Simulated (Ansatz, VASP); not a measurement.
**Ni in VASP and in Ansatz**

File INCAR:

```
PREC = Accurate ; ENCUT = 520
EDIFF = 1E-7 ; ISMEAR = 0
SIGMA = 0.05 ; LREAL = False
LASPH = True ; NELM = 150
ALGO = Normal ; ISIF = 2
LWAVE = False ; LCHARG = True
ISPIN = 2 ; MAGMOM = 0.73
LORBIT = 11 ; LMAXMIX = 4
LDAU = True ; LDAUTYPE = 2
LDAUL = 2 ; LDAUU = 4
LDAUJ = 0 ; LDAUPRINT = 1
GGA = PS ; IVDW = 12
LELF = True ; LVHAR = True
NBANDS = 15
```

Contents of KPOINTS:

```
Automatic mesh
0
Gamma
  9 9 9
```

The input POSCAR:

```
Ni
1.0
    2.4476136338      0.0000000000      0.0000000000
    1.1556609709      2.1186505714      0.0000000000
    1.1785587085      0.7223527005      2.0232847573
Ni
1
Direct
   -0.0058240000     -0.0074270000      0.0125430000
```

Contents of input.yaml:

```yaml
crystal:
  lattice: { a: 2.4476136338, b: 2.4133446756, c: 2.4504030816, alpha: 60.7179711501, beta: 61.2515375884, gamma: 61.3888444808 }
  atoms:
    - { symbol: Ni, position: [-0.005824, -0.007427, 0.012543], spin: 0.09 }
kpoints:
  mp_grid: { grid: [9, 9, 9] }
scf:
  occupations: { method: gaussian, width: 0.05 }
hamiltonian:
  xc: pbesol
  dispersion: d3bj
  pseudopotentials: { kind: all_electron, lapw: { basis_error: 0.001 } }
  hubbard:
    occupation_matrices:
      s0_up:
        matrix:
          - [0.98, 0.0, 0.0, 0.0, 0.0]
          - [0.0, 0.98, 0.0, 0.0, 0.0]
          - [0.0, 0.0, 0.98, 0.0, 0.0]
          - [0.0, 0.0, 0.0, 0.98, 0.0]
          - [0.0, 0.0, 0.0, 0.0, 0.98]
      s0_down:
        matrix:
          - [0.929456, -0.132359, 0.099999, -0.080084, 0.109705]
          - [-0.132359, 0.633392, 0.261868, -0.209716, 0.287284]
          - [0.099999, 0.261868, 0.782154, 0.158444, -0.217048]
          - [-0.080084, -0.209716, 0.158444, 0.853111, 0.173822]
          - [0.109705, 0.287284, -0.217048, 0.173822, 0.741886]
    sites:
      - { site: 0, l: d, u_eff: 4, starting_ns: [{ spin: up, occupation_matrix: s0_up }, { spin: down, occupation_matrix: s0_down }] }
    double_counting: fll
    projectors: ortho-atomic
magnetization:
  spin_polarized: true
output:
  forces: true
  stress: true
  eigenvalues: true
  hubbard: {}
```

Change from the starting cell: cell strained at random at fixed volume.

Alike in both runs: task single point; functional PBEsol; dispersion D3(BJ); k mesh 9 × 9 × 9; occupations gaussian, width 0.05 eV; collinear spin; Hubbard terms Ni d U = 4.0 eV.

```csv
,VASP,Ansatz
version,VASP 6.6.1,Ansatz 0.2.0
potentials or method,"VASP PAW PBE potentials, release 64 (Ni)","all-electron LAPW, scalar-relativistic"
plane-wave cutoff (eV),520,see its input
```

|  | VASP | Ansatz | Ansatz less VASP |
| --- | --- | --- | --- |
| gap on the k mesh at the Fermi level (eV) | none | none | - |
| pressure (GPa) | -16.1 | -5.8 | +10.29 |
| largest component of the traceless stress (GPa) | 3.47 | 3.44 | -0.030 |
| net moment per atom (μB) | 0.78 | 0.62 | -0.152 |
| size of the moment on the site where the two differ most (μB) | 0.80 | 0.66 | -0.140 |
| dispersion energy (meV/atom) | -432.8 | -432.9 | -0.12 |

The net moments differ so much that the two runs ended in different magnetic states, which moves the other rows too. Site moments also hang on the region over which each program counts them. The programs project onto different local orbitals, so the same U acts differently. A gap of «none» marks a metal or a gap that the smearing closes. Ansatz ran all-electron here, so the differences hold the error of VASP's frozen core and of both bases.

Caveats: pairwise dispersion overbinds metals, which lowers pressure and volume; the U is typed as a test and isn't derived for this compound; the PAW data sets were made with another functional, which shifts forces and pressure a little (VASP); the k mesh is thin for a metal, which can move the energy by tens of meV per atom (Ansatz); the magnetic state may not be the lowest (Ansatz); the typed start of the occupations wasn't kept (Ansatz); U is the effective U less J, on atomic orbitals that reach past the spheres (Ansatz). The state reached can hang on the start; a lower one may exist.
